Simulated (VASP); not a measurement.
# C (Fd-3m) in VASP: further runs, part 3 of 3

VASP 6.6.1.

### 6 G0W0 quasiparticle levels, PBE

POSCAR

```
C
1.0
    0.0000000000      1.7833700000      1.7833700000
    1.7833700000      0.0000000000      1.7833700000
    1.7833700000      1.7833700000      0.0000000000
C
2
Direct
    0.7500000000      0.7500000000      0.7500000000
    0.5000000000      0.5000000000      0.5000000000
```

INCAR.step1

```
SYSTEM = C
PREC = Accurate
ENCUT = 350
EDIFF = 1E-8
ISMEAR = 0
SIGMA = 0.01
LREAL = .FALSE.
LASPH = .TRUE.
NELM = 60
ALGO = Normal
LWAVE = .TRUE.
LCHARG = .FALSE.
GGA = PE
```

INCAR.step2

```
SYSTEM = C
PREC = Accurate
ENCUT = 350
EDIFF = 1E-8
ISMEAR = 0
SIGMA = 0.01
LREAL = .FALSE.
LASPH = .TRUE.
NELM = 1
ALGO = Exact
LWAVE = .TRUE.
LCHARG = .FALSE.
GGA = PE
NBANDS = 31
LOPTICS = .TRUE.
ISTART = 1
```

INCAR.step3

```
SYSTEM = C
PREC = Accurate
ENCUT = 350
EDIFF = 1E-8
ISMEAR = 0
SIGMA = 0.01
LREAL = .FALSE.
LASPH = .TRUE.
ALGO = EVGW0
LWAVE = .FALSE.
LCHARG = .FALSE.
GGA = PE
NELMGW = 1
NBANDS = 31
ENCUTGW = 150
NOMEGA = 48
PRECFOCK = Fast
ISTART = 1
NBANDSGW = 12
```

KPOINTS

```
regular mesh
0
G
  3 3 3
  0 0 0
```

Potentials or basis: VASP PAW PBE potentials, release 64 (C_GW).

Launch:

```console
cat potpaw_PBE.64/C_GW/POTCAR > POTCAR
cp INCAR.step1 INCAR
mpirun -np 1 vasp_std > vasp.out
cp INCAR.step2 INCAR
mpirun -np 1 vasp_std > vasp.out
cp INCAR.step3 INCAR
mpirun -np 1 vasp_std > vasp.out
```

OUTCAR:

```text
SYSTEM = C
   PREC = Accurate
   ENCUT = 350
   EDIFF = 1E-8
   ISMEAR = 0
   LREAL = .FALSE.
   LASPH = .TRUE.
   GGA = PE
   NELMGW = 1
   ENCUTGW = 150
   PRECFOCK = Fast
   ISTART = 1

 Found      4 irreducible k-points:

 Following reciprocal coordinates:
            Coordinates               Weight
  0.000000  0.000000  0.000000      1.000000
  0.333333  0.000000  0.000000      8.000000
  0.333333  0.333333  0.000000      6.000000
 -0.333333  0.333333  0.000000     12.000000
   k-points           NKPTS =      4   k-points in BZ     NKDIM =     27   number of bands    NBANDS=     31
   number of dos      NEDOS =    301   number of ions     NIONS =      2
   total plane-waves  NPLWV =   4096
   dimension x,y,z NGX =    16 NGY =   16 NGZ =   16
   dimension x,y,z NGXF=    32 NGYF=   32 NGZF=   32
   ions per type =               2
   NGX,Y,Z   is equivalent  to a cutoff of  10.55, 10.55, 10.55 a.u.
   NGXF,Y,Z  is equivalent  to a cutoff of  21.09, 21.09, 21.09 a.u.
 SYSTEM =  C
   PREC   = accura    normal or accurate (medium, high low for compatibility)
   ISTART =      1    job   : 0-new  1-cont  2-samecut
   ICHARG =      0    charge: 1-file 2-atom 10-const
   ISPIN  =      1    spin polarized calculation?
   LNONCOLLINEAR =      F non collinear calculations
   LSORBIT =      F    spin-orbit coupling
   LASPH  =      T    aspherical Exc in radial PAW
   ENCUT  =  350.0 eV  25.72 Ry    5.07 a.u.   3.85  3.85  3.85*2*pi/ulx,y,z
   NELM   =     60;   NELMIN=  2; NELMDL=  0     # of ELM steps
   EDIFF  = 0.1E-07   stopping-criterion for ELM
   LREAL  =      F    real-space projection
   EDIFFG = 0.1E-06   stopping-criterion for IOM
   NSW    =      0    number of steps for IOM
   IBRION =     -1    ionic relax: 0-MD 1-quasi-New 2-CG
   NFREE  =      0    steps in history (QN), initial steepest desc. (CG)
   ISIF   =      0    stress and relaxation
   ISYM   =      3    0-nonsym 1-usesym 2-fastsym
   POTIM  = 0.5000    time-step for ionic-motion
   TEBEG  =    0.0;   TEEND  =   0.0 temperature during run
   PSTRESS=    0.0 pullay stress
   NELECT =       8.0000    total number of electrons
   NUPDOWN=      -1.0000    fix difference up-down
   EMIN   =  10.00;   EMAX   =-10.00  energy-range for DOS
   EFERMI =   0.00;   METHOD = LEGACY
   ISMEAR =     0;   SIGMA  =   0.01  broadening in eV -4-tet -1-fermi 0-gaus
   EFERMI_NEDOS =   21; number of points for ismear=-14 and -15
   IALGO  =     38    algorithm
   IMIX   =      4    mixing-type and parameters
     AMIX     =   0.40;   BMIX     =  1.00
     AMIX_MAG =   1.60;   BMIX_MAG =  1.00
  volume/ion in A,a.u.               =       5.67        38.28
  Fermi-wavevector in a.u.,A,eV,Ry     =   1.457203  2.753714 28.891161  2.123440
  Thomas-Fermi vector in A             =   2.574032
   LORBIT       =      0    0 simple, 1 ext, 2 COOP (PROOUT), +10 PAW based schemes
   GGA     = PE    functional components
   LHFCALC =     T    Hartree Fock is set to
   PRECFOCK=fast      Normal, Fast or Accurate (Low or Medium for compatibility)
   ENCUT4O =  -1.0   cutoff for four orbital integrals eV
   NKREDX  =     1    reduce k-point grid by
   NKREDY  =     1    reduce k-point grid by
   NKREDZ  =     1    reduce k-point grid by
   AEXX    =    1.0000 exact exchange contribution
   HFSCREEN=    0.0000 screening length (either q_TF or 0.3 A-1)
   HFSCREENC=   0.0000 screening length for correlation (either q_TF or 0.3 A-1)
   ENCUTFOCK=  -1.0 apply spherical cutoff to Coloumb kernel
   IVDW    =     0    specifies the selected vdW correction
   LEPSILON=     F    determine dielectric tensor
   LRPA    =     F    only Hartree local field effects (RPA)
   LRPAFORCE           =     F    calculate RPA forces
   ENCUTGW             = 150.0    cutoff for response function in eV
   ENCUTGWSOFT         = 120.0    soft cutoff for Coulomb kernel in GW response function in eV
   ENCUTLF             =  -1.0    cutoff for local field effects
   NELMGW              =     1    number of iterations in solving QP/BSE equation
   NELMHF              =     1    number of iterations in the inner HF iteration
   NKREDLFX            =     1    NKREDLFY  =   1   NKREDLFZ  =   1
 non-spin polarized calculation
 Gauss-broadening in eV      SIGMA  =   0.01
  energy-cutoff  :      350.00
  volume of cell :       11.34
 maximum number of plane-waves:       172
  NGX = 10; NGY = 10; NGZ = 10
   NGX =  7   NGY =  7   NGZ =  7
 maximum number of plane-waves:        59

 QP shifts <psi_nk| G(iteration)W_0 |psi_nk>: iteration 1
 for sc-GW calculations column KS-energies equals QP-energies in previous step
 and V_xc(KS)=  KS-energies - (<T + V_ion + V_H > + <T+V_H+V_ion>^1  + <V_x>^1)

 k-point   1 :       0.0000    0.0000    0.0000
  band No.  KS-energies  QP-energies   sigma(KS)   V_xc(KS)     V^pw_x(r,r')   Z            occupation Imag(sigma)

      1     -11.6525     -13.0795     -16.6799     -14.7651     -25.3671       0.7452       2.0000       1.4658
      2       9.9059       9.5952     -17.2048     -16.8262     -19.9986       0.8210       2.0000       0.0898
      3       9.9059       9.5952     -17.2048     -16.8262     -19.9986       0.8210       2.0000       0.0898
      4       9.9059       9.5952     -17.2048     -16.8262     -19.9986       0.8210       2.0000       0.0898
      5      15.4628      16.7502     -13.9323     -15.5180      -8.8053       0.8119       0.0000      -0.1289
      6      15.4628      16.7502     -13.9323     -15.5180      -8.8053       0.8119       0.0000      -0.1289
      7      15.4628      16.7502     -13.9323     -15.5180      -8.8053       0.8119       0.0000      -0.1289
      8      23.1683      24.3743     -14.8470     -16.4093      -7.5483       0.7720       0.0000      -0.3274
      9      29.1167      29.5358     -11.2785     -11.7927      -4.2220       0.8150       0.0000      -0.4513
     10      36.3407      37.6267     -12.3035     -13.8601      -5.7975       0.8261       0.0000      -0.5597
     11      36.3407      37.6267     -12.3035     -13.8601      -5.7975       0.8261       0.0000      -0.5597
     12      37.3233      38.1104     -10.4935     -11.4377      -3.1741       0.8336       0.0000      -1.0181

 k-point   2 :       0.3333    0.0000    0.0000
  band No.  KS-energies  QP-energies   sigma(KS)   V_xc(KS)     V^pw_x(r,r')   Z            occupation Imag(sigma)

      1      -8.6225      -9.9674     -16.7889     -15.0217     -24.6507       0.7610       2.0000       1.0837
      2       0.5434      -0.3915     -16.5471     -15.3569     -21.4125       0.7856       2.0000       0.2657
      3       7.5947       7.1449     -17.0134     -16.4599     -20.2506       0.8126       2.0000       0.1146
      4       7.5947       7.1449     -17.0134     -16.4599     -20.2506       0.8126       2.0000       0.1146
      5      18.1637      19.5193     -13.7808     -15.4563      -8.1302       0.8091       0.0000      -0.1592
      6      18.1637      19.5193     -13.7808     -15.4563      -8.1302       0.8091       0.0000      -0.1592
      7      18.4193      19.5021     -14.3053     -15.6549      -8.5293       0.8023       0.0000      -0.1671
      8      25.1415      26.4330     -13.3192     -14.9704      -5.9362       0.7821       0.0000      -0.3715
      9      30.8022      31.6017     -11.9525     -12.9580      -4.5098       0.7951       0.0000      -0.5484
     10      33.0393      34.0934     -11.7867     -13.0697      -5.0452       0.8215       0.0000      -0.5544
     11      33.0393      34.0934     -11.7867     -13.0697      -5.0452       0.8215       0.0000      -0.5544
     12      35.1452      36.1239     -12.0746     -13.3265      -3.9977       0.7817       0.0000      -0.7875

 k-point   3 :       0.3333    0.3333    0.0000
  band No.  KS-energies  QP-energies   sigma(KS)   V_xc(KS)     V^pw_x(r,r')   Z            occupation Imag(sigma)

      1      -7.6106      -8.9368     -16.7971     -15.0827     -24.3641       0.7735       2.0000       0.9996
      2       2.6961       1.8403     -17.3061     -16.2214     -21.8486       0.7890       2.0000       0.2081
      3       4.6007       3.9446     -16.6864     -15.8687     -20.5654       0.8024       2.0000       0.1530
      4       4.6007       3.9446     -16.6864     -15.8687     -20.5654       0.8024       2.0000       0.1530
      5      14.0035      14.8144     -13.1879     -14.1743      -8.1987       0.8220       0.0000      -0.1215
      6      17.5592      18.2953     -12.2304     -13.1307      -6.6003       0.8177       0.0000      -0.1527
      7      23.9378      25.6493     -14.4447     -16.6272      -7.4211       0.7842       0.0000      -0.3113
      8      23.9378      25.6493     -14.4447     -16.6272      -7.4211       0.7842       0.0000      -0.3113
      9      31.1742      32.5146     -13.8415     -15.5742      -5.9198       0.7736       0.0000      -0.6513
     10      33.0835      34.2466     -12.5369     -14.0178      -4.4619       0.7855       0.0000      -0.6688
     11      41.5396      42.9560     -12.1750     -13.8890      -5.1703       0.8264       0.0000      -1.0005
     12      44.4671      45.4279     -11.3135     -12.5156      -3.1966       0.7993       0.0000      -1.2522

 k-point   4 :      -0.3333    0.3333    0.0000
  band No.  KS-energies  QP-energies   sigma(KS)   V_xc(KS)     V^pw_x(r,r')   Z            occupation Imag(sigma)

      1      -4.1969      -5.4163     -17.2391     -15.6771     -23.9173       0.7807       2.0000       0.6657
      2      -1.0685      -2.1207     -17.0294     -15.6808     -22.6377       0.7803       2.0000       0.3871
      3       0.5207      -0.3803     -15.8671     -14.7296     -20.4107       0.7920       2.0000       0.2435
      4       5.2220       4.5956     -16.8021     -16.0253     -20.5551       0.8064       2.0000       0.1417
      5      16.1808      17.0202     -12.8126     -13.8384      -7.4481       0.8182       0.0000      -0.1386
      6      22.8071      24.4579     -14.1719     -16.2744      -7.3095       0.7852       0.0000      -0.2838
      7      23.4178      24.8815     -13.9515     -15.8186      -6.9835       0.7839       0.0000      -0.2963
      8      24.8637      26.3974     -14.3133     -16.2923      -6.8515       0.7750       0.0000      -0.3763
      9      26.7895      27.7992     -12.5376     -13.7761      -6.2383       0.8153       0.0000      -0.2930
     10      33.5189      34.5501     -11.6777     -12.9223      -5.2085       0.8285       0.0000      -0.5187
     11      34.7022      36.1601     -13.2905     -15.1893      -4.6952       0.7678       0.0000      -0.8172
     12      43.6193      44.4300     -11.0321     -12.0300      -3.2039       0.8124       0.0000      -1.2094
```

Run time: 3.2 s. Hardware: 1 thread of Intel Xeon 6975P-C (Granite Rapids), shared host; peak memory 0.11 GiB.

The run converged, but a check on its numbers failed (symmetry, net force, bounds or a known fault of this set-up), so they aren't taken as properties of the crystal.

Caveat: the k mesh is coarse (spacing up to 1.02 Å⁻¹), so the values aren't converged; the cutoff lies under the usual one of these potentials, so the numbers hold a large basis-set error; bands, screening cutoff and mesh are small and nothing is extrapolated, so the quasiparticle values aren't converged; an odd mesh through Γ misses points on the zone boundary, where band edges often lie.
